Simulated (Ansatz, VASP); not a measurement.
# SnCl4 in two plane-wave programs

Aim: how closely do two programs agree when they are given the same cell, functional and k mesh? The cell is taken from a series of runs on this material, whose earlier steps may have relaxed, scaled, displaced or heated it; both programs get it as it stands.

Calculated with Ansatz 0.2.0; plane waves, with VASP 6.6.1 beside it; single point at HSE06 with D3(BJ).

### Step 1. Set-up

The cell holds 5 atoms: 1 Sn and 4 Cl. Its edges and angles: a = 14.000 Å, b = 14.300 Å, c = 14.600 Å, α = 90.0°, β = 90.0°, γ = 90.0°. As first built, before any earlier steps moved the atoms (in the runner's words): one molecule of SnCl4 in a box of 14 x 14.3 x 14.6 A, bonds from typed starting values. Vacuum lies along a, b and c.

Coordinates:

```cif
data_structure
_symmetry_space_group_name_H-M 'P 1'
_symmetry_Int_Tables_number 1
_cell_length_a 14.0000
_cell_length_b 14.3000
_cell_length_c 14.6000
_cell_angle_alpha 90.000
_cell_angle_beta 90.000
_cell_angle_gamma 90.000
_cell_volume 2922.92
loop_
_atom_site_label
_atom_site_type_symbol
_atom_site_fract_x
_atom_site_fract_y
_atom_site_fract_z
_atom_site_occupancy
Sn1 Sn 0.46217 0.50004 0.55137 1
Cl2 Cl 0.46122 0.49949 0.39273 1
Cl3 Cl 0.61818 0.49973 0.60403 1
Cl4 Cl 0.38456 0.63297 0.60328 1
Cl5 Cl 0.38352 0.36858 0.60526 1
```

### Step 2. Ansatz: single point, HSE06 with D3(BJ)

Ansatz runs on its default PAW (the set named soft_2) files.

A single point gives forces, pressure and levels at one fixed geometry, so differences don't come from the geometry; what else differs is listed under the comparison.

input.yaml reads:

```yaml
crystal:
  lattice:
    - [14.0, 0.0, 0.0]
    - [0.0, 14.3, 0.0]
    - [0.0, 0.0, 14.6]
  atoms:
    - { symbol: Sn, position: [0.46217, 0.50004, 0.55137] }
    - { symbol: Cl, position: [0.46122, 0.49949, 0.39273] }
    - { symbol: Cl, position: [0.61818, 0.49973, 0.60403] }
    - { symbol: Cl, position: [0.38456, 0.63297, 0.60328] }
    - { symbol: Cl, position: [0.38352, 0.36858, 0.60526] }
kpoints:
  mp_grid: { grid: [1, 1, 1] }
hamiltonian:
  xc: hse06
  dispersion: d3bj
scf:
  occupations: { method: fermi_dirac, width: 0.01 }
output:
  forces: true
```

Command:

```bash
$ ansatz run input.yaml --threads 4 --pin off --max-ram 15872MiB --backend cpu --events-out ev --progress --plain --runs-dir out
```

Numbers of over 12 decimals in the logs are rounded to 6 here.

The program printed:

```text
Engine: ansatz 0.2.0, aarch64-unknown-linux-gnu
Pseudopotentials: kind: paw
Pseudopotential: Sn, paw, valence charge 14, recommended cutoff 420 eV (normal), Sn.paw.azcp
Pseudopotential: Cl, paw, valence charge 7, recommended cutoff 420 eV (normal), Cl.paw.azcp
Functional definition: HSE06
  parameter a = 0.25
  parameter omega = 0.11/bohr
  exchange = pbe_x - a*pbe_x_sr(omega) + a*exact_x_sr(omega)
  correlation = pbe_c
Crystal: 5 atoms, lattice volume = 2922.920 Å³
Basis set: ecut = 420 eV, 57165 PW (Γ), exchange–correlation on 192×192×200 points (8 copies of the dense FFT grid, shifted against one another)
Bands: 26, of which v1, the nominal top of the filled ones, is band 21 counted from 1 (20 counted from 0)
Symmetry: 1 space group operations
Space group: P1 (ITA 1), of the structure as read, at distance tolerance 1.4e-4 Å
k-points: 1
Non-local potential: Sn, projectors of the file, l = 0: 2, l = 1: 2, l = 2: 2, l = 3: 2
Non-local potential: Cl, projectors of the file, l = 0: 2, l = 1: 2, l = 2: 2
PAW form: soft (Blöchl's): semilocal exchange-correlation on the pseudo side does not see the compensation charge
PAW frozen core: Sn, regenerated for the run's functional, and the local potential with it (the file was generated under x = pbe(κ = 0.804, μ = 0.219515), c = pbe(β = 0.066725))
PAW frozen core: Cl, regenerated for the run's functional, and the local potential with it (the file was generated under x = pbe(κ = 0.804, μ = 0.219515), c = pbe(β = 0.066725))
PAW one-centre angular grid: Sn, 590 points (default); XC on 64 Gauss nodes
PAW one-centre angular grid: Cl, 110 points (default); XC on 64 Gauss nodes
Initial density: superposition of atomic densities (neutral atoms: chi_scale 0, normalization atom), corrected by the library's trained network
Initial wavefunctions: pseudopotential atomic-orbital guess
Functional: x = pbe(κ = 0.804, μ = 0.219515), c = pbe(β = 0.066725), warm-up for x = pbe(κ = 0.804, μ = 0.219515) + 0.25 (exact − pbe) at short range (hse, ω = 0.207870 Å⁻¹), c = pbe(β = 0.066725); HSE06 as pw.x's `hse` composes it (authors' and Libxc's form: `xc: wpbeh`)
SCF iter   1: F=—  HF=-10347.057921 eV  |F-HF|=—  |Δ(HF+E_count)|=         —  Δρ=4.17e-4  dr2=1.13e-2  ethr=1.77e-3  ⟨swp⟩=19.0  Hψ=136  notcnv=0
preconditioner: auto → none  [insulator: Δε(μ)=3.950 eV  Ē_g=7.658 eV  σ=0.010 eV  W_gap=1.00  n_scr=120 (ndim 8)  ℏωp=3.4 eV  f_vac=0.906  D(μ)=0.00/eV (n_scr^D=0)]
iter 2 solved again at ethr=2.55e-6 eV; its pass at ethr=2.69e-5 eV (dr2=1.07e-3 eV) is discarded
SCF iter   2: F=—  HF=-10347.054772 eV  |F-HF|=—  |Δ(HF+E_count)|=   3.15e-3  Δρ=1.51e-4  dr2=1.08e-3  ethr=2.55e-6  ⟨swp⟩=3.0  Hψ=132  notcnv=0  defer=1
SCF iter   3: F=-10347.055572 eV  HF=-10347.055020 eV  |F-HF|=5.52e-4  |Δ(HF+E_count)|=   2.48e-4  Δρ=5.95e-5  dr2=2.03e-4  ethr=2.55e-6  ⟨swp⟩=5.0  Hψ=60  notcnv=0  defer=1
SCF 1 stopped early in 3 iterations: F = -10347.055572 eV  dr2 = 2.03e-4
  greatest PAW one-centre occupation: 0.992 electrons in one spin orbital (limit 2), on the Sn atom at site 0 (counted from 0), in its partial waves of l = 2
Initial density: handed on by an earlier stage of this run
Initial wavefunctions: those handed on with the density
Functional: x = pbe(κ = 0.804, μ = 0.219515) + 0.25 (exact − pbe) at short range (hse, ω = 0.207870 Å⁻¹), c = pbe(β = 0.066725); HSE06 as pw.x's `hse` composes it (authors' and Libxc's form: `xc: wpbeh`)
Exchange kernel: α = 0.2500, screened, ω = 0.2079 Å⁻¹, Wigner–Seitz truncation, v(0) = 1020.6260 eV·Å³, q-mesh 1×1×1, nearest image of the exchange supercell L = 14.00 Å, pair-density grid 64×64×64, without the augmentation charges, whose exchange is taken in its separable form (sized by the pseudopotential files, 96×96×100 at the most)
Frozen-core exchange: fock
SCF iter   1: F=—  HF=-10353.929432 eV  |F-HF|=—  |Δ(HF+E_count)|=         —  Δρ=1.02e-3  dr2=3.03e-2  ethr=4.84e-6  ⟨swp⟩=14.0  Hψ=144  notcnv=0
preconditioner: auto → none  [insulator: Δε(μ)=5.512 eV  Ē_g=9.142 eV  σ=0.010 eV  W_gap=1.00  n_scr=120 (ndim 8)  ℏωp=3.4 eV  f_vac=0.905  D(μ)=0.00/eV (n_scr^D=0)]
SCF iter   2: F=—  HF=-10353.921580 eV  |F-HF|=—  |Δ(HF+E_count)|=   7.85e-3  Δρ=4.67e-4  dr2=5.35e-3  ethr=4.84e-6  ⟨swp⟩=5.0  Hψ=92  notcnv=0  defer=4
SCF iter   3: F=—  HF=-10353.930220 eV  |F-HF|=—  |Δ(HF+E_count)|=   8.64e-3  Δρ=2.81e-4  dr2=1.78e-3  ethr=4.84e-6  ⟨swp⟩=6.0  Hψ=85  notcnv=0
SCF iter   4: F=—  HF=-10353.929817 eV  |F-HF|=—  |Δ(HF+E_count)|=   4.03e-4  Δρ=6.66e-5  dr2=1.71e-4  ethr=4.05e-6  ⟨swp⟩=3.0  Hψ=56  notcnv=0  defer=4
SCF iter   5: F=—  HF=-10353.929989 eV  |F-HF|=—  |Δ(HF+E_count)|=   1.72e-4  Δρ=3.02e-5  dr2=4.83e-5  ethr=3.03e-7  ⟨swp⟩=6.0  Hψ=71  notcnv=0
SCF iter   6: F=-10353.929978 eV  HF=-10353.929978 eV  |F-HF|=7.51e-8  |Δ(HF+E_count)|=   1.10e-5  Δρ=7.49e-6  dr2=9.36e-7  ethr=9.08e-8  ⟨swp⟩=4.0  Hψ=63  notcnv=0  defer=1
SCF 2 stopped early in 6 iterations: F = -10353.929978 eV  dr2 = 9.36e-7
  Residual-converged pass: ⟨swp⟩=4.0  Hψ=78  notcnv=0  max |occ|·‖R‖ = 5.5e-6 eV (tolerance 6.7e-6 eV)  dr2=9.25e-7  dr2_onsite=2.46e-7  max |Δocc| = 0.0e0
  greatest PAW one-centre occupation: 0.993 electrons in one spin orbital (limit 2), on the Sn atom at site 0 (counted from 0), in its partial waves of l = 2
hybrid outer 1: dexx = +1.052e-2 eV, tail = 2.21e-5 eV
Exchange kernel: α = 0.2500, screened, ω = 0.2079 Å⁻¹, Wigner–Seitz truncation, v(0) = 1020.6260 eV·Å³, q-mesh 1×1×1, nearest image of the exchange supercell L = 14.00 Å, pair-density grid 64×64×64, without the augmentation charges, whose exchange is taken in its separable form (sized by the pseudopotential files, 96×96×100 at the most)
Frozen-core exchange: fock
SCF iter   1: F=—  HF=-10353.929826 eV  |F-HF|=—  |Δ(HF+E_count)|=         —  Δρ=4.46e-6  dr2=5.06e-7  ethr=2.64e-7  ⟨swp⟩=7.0  Hψ=70  notcnv=0
preconditioner: auto → none  [insulator: Δε(μ)=5.483 eV  Ē_g=9.107 eV  σ=0.010 eV  W_gap=1.00  n_scr=120 (ndim 8)  ℏωp=3.4 eV  f_vac=0.907  D(μ)=0.00/eV (n_scr^D=0)]
SCF iter   2: F=—  HF=-10353.929826 eV  |F-HF|=—  |Δ(HF+E_count)|=   1.79e-8  Δρ=1.79e-6  dr2=7.45e-8  ethr=9.09e-10  ⟨swp⟩=5.0  Hψ=70  notcnv=0
SCF iter   3: F=—  HF=-10353.929826 eV  |F-HF|=—  |Δ(HF+E_count)|=   2.07e-7  Δρ=7.92e-7  dr2=1.09e-8  ethr=1.30e-10  ⟨swp⟩=5.0  Hψ=82  notcnv=0  defer=1
SCF iter   4: F=-10353.929826 eV  HF=-10353.929826 eV  |F-HF|=4.67e-10  |Δ(HF+E_count)|=   1.93e-9  Δρ=1.39e-7  dr2=1.19e-9  ethr=2.38e-11  ⟨swp⟩=4.0  Hψ=61  notcnv=0  defer=1
SCF 3 converged in 4 iterations: F = -10353.929826 eV  dr2 = 1.19e-9
  Residual-converged pass: ⟨swp⟩=4.0  Hψ=66  notcnv=0  max |occ|·‖R‖ = 5.8e-7 eV (tolerance 7.0e-7 eV)  dr2=1.34e-9  dr2_onsite=2.50e-11  max |Δocc| = 0.0e0
hybrid outer 2: dexx = +2.030e-7 eV, tail = 6.01e-9 eV, Δε = 2.58e-3 eV (about 6.82e-5 eV left of the loop's levels), ΔF = 2.02e-3 eV/Å (tail 3.65e-4)
hybrid SCF converged: 2 outer / 10 inner (+3 warm-up), last move |dexx| = 2.03e-7 eV, tail = 6.01e-9 eV
Stability not checked: this state was not tested for a lower state beside it, because the functional holds exact exchange (a hybrid, or Hartree-Fock), whose exchange loop this test does not read (fock_operator; see scf.lower_state_search)
Free energy (F): -10353.929826 eV
Frozen-core exchange: fock
Harris-Foulkes:  -10353.929826 eV  (|F-HF|=4.67e-10)
Internal energy: -10353.929826 eV  (E = F + TS)
E sigma→0 (E₀):  -10353.929826 eV
Fermi energy:    -6.169958 eV
--- Per-component energies (eV) ---
  E_band       = -725.722710
  E_kinetic    = 824.967105
  E_local      = -8906.826125  (includes V_loc(G=0)·N_el)
  E_nonlocal   = 82.388085
  E_hartree    = 4136.680951
  E_xc         = -639.710943
  E_vxc        = -460.083707  (∫ρ·V_xc dr)
  E_exx        = -97.199086  (= α·E_x^exact, valence–valence)
  E_paw        = -6856.636065  (= ΣΔE_a)
  E_vpaw       = -345.132268  (= ΣTr[D̂ρ^β])
  E_aug_tail   = 0.000364  (compensation charges beyond the density's cutoff)
  E_ewald      = 1102.793762
  E_disp       = -0.202147  (pairwise vdW)
  E_core_change = -0.185727  (= ΣΔE_core)
  E_smearing   = -0.000000  (= −TS)
  E_closure    = 0.000001  (closes the sum)
  Σ components = -10353.929826   (vs F -10353.929826, Δ=0.00e0)
--- Forces (eV/Å), atoms counted from 1 ---
  atom   1  Sn    -0.02905625     0.01475503    -0.00174295
  atom   2  Cl     0.01070196    -0.00526326     0.40598462
  atom   3  Cl    -0.37834948     0.00038462    -0.13610571
  atom   4  Cl     0.19864179    -0.33914653    -0.12880118
  atom   5  Cl     0.19808338     0.32927698    -0.13935287
  max |Σ_I F_I| component: 2.14e-5 eV/Å
--- Band table (eV) ---
  k-point 0: bands = [... 17 lower, -9.1858, -8.9240, -8.9206, -8.9151, -3.4317]
  guard bands above this table: 4 of the run's 26 bands. The solve was not asked for them (output.publish_guard_bands: true or output.eigenvalues: true publishes all)
```

In the SCF lines HF is the Harris–Foulkes energy and dr2 the Hartree energy of the density residual, in eV; the loop may stop once dr2 is under the threshold and the program's other checks hold. Hψ counts applications of the Hamiltonian.

### Step 3. VASP: single point, HSE06 with D3(BJ)

The same cell, functional, mesh and smearing now go to VASP, with its own data sets.

Lines of VASP's logs that name or quote its potential files are left out, and so is its time.

The run reads the wave functions of an earlier VASP run, which isn't shown here.

INCAR reads:

```
SYSTEM = SnCl4
PREC = Accurate
ENCUT = 540
EDIFF = 1E-06
NELM = 100
ISMEAR = -1
SIGMA = 0.01
LREAL = .FALSE.
ALGO = Normal
LHFCALC = .TRUE.
AEXX = 0.25
GGA = PE
HFSCREEN = 0.208
IVDW = 12
VDW_S6 = 1
VDW_S8 = 2.31
VDW_A1 = 0.383
VDW_A2 = 5.685
LASPH = .TRUE.
NBANDS = 27
PRECFOCK = Fast
LORBIT = 11
LWAVE = .FALSE.
LCHARG = .FALSE.
ISIF = 2
```

POSCAR reads:

```
SnCl4
1.0
   14.0000000000      0.0000000000      0.0000000000
    0.0000000000     14.3000000000      0.0000000000
    0.0000000000      0.0000000000     14.6000000000
Sn Cl
1 4
Direct
    0.4621700000      0.5000400000      0.5513700000
    0.4612200000      0.4994900000      0.3927300000
    0.6181800000      0.4997300000      0.6040300000
    0.3845600000      0.6329700000      0.6032800000
    0.3835200000      0.3685800000      0.6052600000
```

KPOINTS reads:

```
Automatic mesh
0
Gamma
1 1 1
0 0 0
```

Potentials, in the order of the species: Sn_d and Cl_h (PBE family, release 64).

Command:

```bash
$ export OMP_NUM_THREADS=3
$ mpirun -np 1 vasp_gam
```

The program printed:

```text
[banner, memory and clock lines left out]
running    1 mpi-ranks, on    1 nodes
 distrk:  each k-point on    1 cores,    1 groups
 distr:  one band on    1 cores,    1 groups
 Offloading initialized ...    1 GPUs detected
 POSCAR found type information on POSCAR SnCl
 POSCAR found :  2 types and       5 ions
 LDA part: xc-table for (Slater+PW92), standard interpolation
 found WAVECAR, reading the header
 POSCAR, INCAR and KPOINTS ok, starting setup
 FFT: planning ... GRIDC
 FFT: planning ... GRID_SOFT
 FFT: planning ... GRID
 reading WAVECAR
 the WAVECAR file was read successfully
 initial charge from wavefunction
 entering main loop
       N       E                     dE             d eps       ncg     rms          rms(c)
DAV:   1    -0.200571369344E+02   -0.20057E+02   -0.72476E-01    68   0.662E+00    0.242E+00
DAV:   2    -0.200672787308E+02   -0.10142E-01   -0.72440E-02    73   0.153E+00    0.173E+00
DAV:   3    -0.200652070127E+02    0.20717E-02   -0.59222E-03    84   0.579E-01    0.109E+00
DAV:   4    -0.200647847135E+02    0.42230E-03   -0.10642E-03    76   0.218E-01    0.644E-01
DAV:   5    -0.200646360887E+02    0.14862E-03   -0.96752E-05    76   0.865E-02    0.373E-01
DAV:   6    -0.200645844143E+02    0.51674E-04   -0.44375E-05    76   0.496E-02    0.211E-01
DAV:   7    -0.200645758907E+02    0.85236E-05   -0.18618E-05    76   0.277E-02    0.119E-01
DAV:   8    -0.200645790735E+02   -0.31827E-05   -0.33550E-06    68   0.138E-02    0.702E-02
DAV:   9    -0.200645854022E+02   -0.63287E-05   -0.13588E-06    60   0.910E-03    0.405E-02
DAV:  10    -0.200645923893E+02   -0.69871E-05   -0.81450E-07    60   0.685E-03    0.231E-02
DAV:  11    -0.200645990412E+02   -0.66519E-05   -0.42275E-07    60   0.493E-03    0.130E-02
DAV:  12    -0.200646050325E+02   -0.59913E-05   -0.26575E-07    60   0.374E-03    0.726E-03
DAV:  13    -0.200646102520E+02   -0.52195E-05   -0.16511E-07    60   0.286E-03    0.401E-03
DAV:  14    -0.200646147691E+02   -0.45171E-05   -0.11244E-07    60   0.219E-03    0.225E-03
[...]
DAV:  19    -0.200646297169E+02   -0.22136E-05   -0.20670E-08    60   0.678E-04    0.343E-04
DAV:  20    -0.200646316570E+02   -0.19400E-05   -0.14973E-08    60   0.583E-04    0.283E-04
DAV:  21    -0.200646333629E+02   -0.17059E-05   -0.11723E-08    60   0.463E-04    0.240E-04
DAV:  22    -0.200646348662E+02   -0.15033E-05   -0.84716E-09    60   0.413E-04    0.205E-04
DAV:  23    -0.200646361946E+02   -0.13283E-05   -0.68131E-09    60   0.332E-04    0.179E-04
DAV:  24    -0.200646373734E+02   -0.11788E-05   -0.49381E-09    52   0.304E-04    0.157E-04
DAV:  25    -0.200646384206E+02   -0.10472E-05   -0.40528E-09    60   0.248E-04    0.140E-04
DAV:  26    -0.200646393535E+02   -0.93297E-06   -0.29675E-09    52   0.230E-04
   1 F= -.20266778E+02 E0= -.20266778E+02  d E =-.100556E-10
```

Parts of OUTCAR (step 3):

```text
ion  position               nearest neighbor table
   1  0.462  0.500  0.551-   3 2.32   2 2.32   5 2.32   4 2.32
   2  0.461  0.499  0.393-   1 2.32
   3  0.618  0.500  0.604-   1 2.32
   4  0.385  0.633  0.603-   1 2.32
   5  0.384  0.369  0.605-   1 2.32

  LATTYP: Found a simple orthorhombic cell.
 ALAT       =    14.0000000000
 B/A-ratio  =     1.0214285714
 C/A-ratio  =     1.0428571429

 Subroutine GETGRP returns: Found  1 space group operations
 (whereof  1 operations were pure point group operations)

The static configuration has the point symmetry C_1 .

 Found      1 irreducible k-points:

   k-points           NKPTS =      1   k-points in BZ     NKDIM =      1   number of bands    NBANDS=     27

   dimension x,y,z NGX =   108 NGY =  108 NGZ =  112
   dimension x,y,z NGXF=   216 NGYF=  216 NGZF=  224

   ENCUT  =  540.0 eV  39.69 Ry    6.30 a.u.  26.53 27.10 27.66*2*pi/ulx,y,z

   NELECT =      42.0000    total number of electrons

 k-points in reciprocal lattice and weights: Automatic mesh
   0.00000000  0.00000000  0.00000000       1.000

  exchange ACFDT corr.  =         0.00000000  see jH, gK, PRB 81, 115126

 average (electrostatic) potential at core
       1-107.5218       2-150.9672       3-150.9789       4-150.9596       5-150.9685

 E-fermi :  -8.7125

 k-point     1 :       0.0000    0.0000    0.0000
  band No.  band energies     occupation
    ...
     17      -9.2365      2.00000
     18      -9.2353      2.00000
     19      -8.9752      2.00000
     20      -8.9719      2.00000
     21      -8.9663      2.00000
     22      -3.4651      0.00000
     23      -0.3874      0.00000
     24      -0.3728      0.00000
     25      -0.3595      0.00000
     26      -0.0925      0.00000
    ...

 Edisp (eV)   -0.20214

  Total      -1.33516    -1.34420    -1.35159     0.00595     0.01483    -0.01018
  in kB      -0.73186    -0.73681    -0.74086     0.00326     0.00813    -0.00558
  external pressure =       -0.74 kB  Pullay stress =        0.00 kB

  energy-cutoff  :      540.00
  volume of cell :     2922.92
      direct lattice vectors                 reciprocal lattice vectors
    14.000000000  0.000000000  0.000000000     0.071428571  0.000000000  0.000000000
     0.000000000 14.300000000  0.000000000     0.000000000  0.069930070  0.000000000
     0.000000000  0.000000000 14.600000000     0.000000000  0.000000000  0.068493151

 POSITION                                       TOTAL-FORCE (eV/Angst)
 -----------------------------------------------------------------------------------
      6.47038      7.15057      8.05000        -0.029896      0.014237     -0.001553
      6.45708      7.14271      5.73386         0.011482     -0.005184      0.425308
      8.65452      7.14614      8.81884        -0.397273      0.000171     -0.142751
      5.38384      9.05147      8.80789         0.208159     -0.354073     -0.135326
      5.36928      5.27069      8.83680         0.207528      0.344849     -0.145677
 -----------------------------------------------------------------------------------
    total drift:                                0.002260      0.002594     -0.001638

  FREE ENERGIE OF THE ION-ELECTRON SYSTEM (eV)
  ---------------------------------------------------
  free  energy   TOTEN  =       -20.2667778498 eV

  energy  without entropy=      -20.2667778498  energy(sigma->0) =      -20.26677785

 total charge
# of ion       s       p       d       tot
------------------------------------------
    1        0.992   1.098  10.191  12.281
    2        1.134   2.200   0.000   3.334
    3        1.134   2.200   0.000   3.334
    4        1.134   2.200   0.000   3.334
    5        1.134   2.200   0.000   3.334
--------------------------------------------------
tot          5.528   9.898  10.191  25.617
```

### Step 4. Comparison

Known differences besides the potentials themselves: exact exchange at q = 0 is treated differently, which shows on coarse meshes; VASP keeps PBE cores, Ansatz makes them for the functional; the cutoff is 420 eV in Ansatz and 540 eV in VASP; VASP takes a coarser grid for exact exchange (PRECFOCK = Fast). Total energies have different zeros and are not compared.

Both answers:

| quantity | Ansatz | VASP | difference |
| --- | --- | --- | --- |
| gap on the k mesh (eV) | 5.483 | 5.501 | -0.018 |

Forces (eV/Å; atoms numbered as in POSCAR):

| atom | Ansatz x, y, z | VASP x, y, z |
| --- | --- | --- |
| Sn1 | -0.029, 0.015, -0.002 | -0.030, 0.014, -0.002 |
| Cl2 | 0.011, -0.005, 0.406 | 0.011, -0.005, 0.425 |
| Cl3 | -0.378, 0.000, -0.136 | -0.397, 0.000, -0.143 |
| Cl4 | 0.199, -0.339, -0.129 | 0.208, -0.354, -0.135 |
| Cl5 | 0.198, 0.329, -0.139 | 0.208, 0.345, -0.146 |

The forces differ by 10 meV/Å r.m.s., which is 4.5 % of the r.m.s. force of 0.221 eV/Å (both taken over all components).

### Step 5. Results

```yaml
r_m_s_force_difference_single_point_hse06_with_d3_bj: 4.5 % of the r.m.s. force
```

In words: The r.m.s. force difference is 4.5 % of the r.m.s. force (single point, HSE06 with D3(BJ)), beyond the 3 % picked in this series as the mark of a large difference. How closely two codes agree says nothing of how well the functional describes the real material.

[Lines on the potential files, build, host, timing and source positions are cut from VASP's logs without a mark.]

[Logs are printed without paths, hosts, clocks, repeated set-up lines and the standing remarks that a program may print on its own settings, such as how far it seeks lower states.]

[Hosts, paths, dates, database ids (printed as entryN), source tags and the programs' standing remarks are cut or masked in the printed files.]
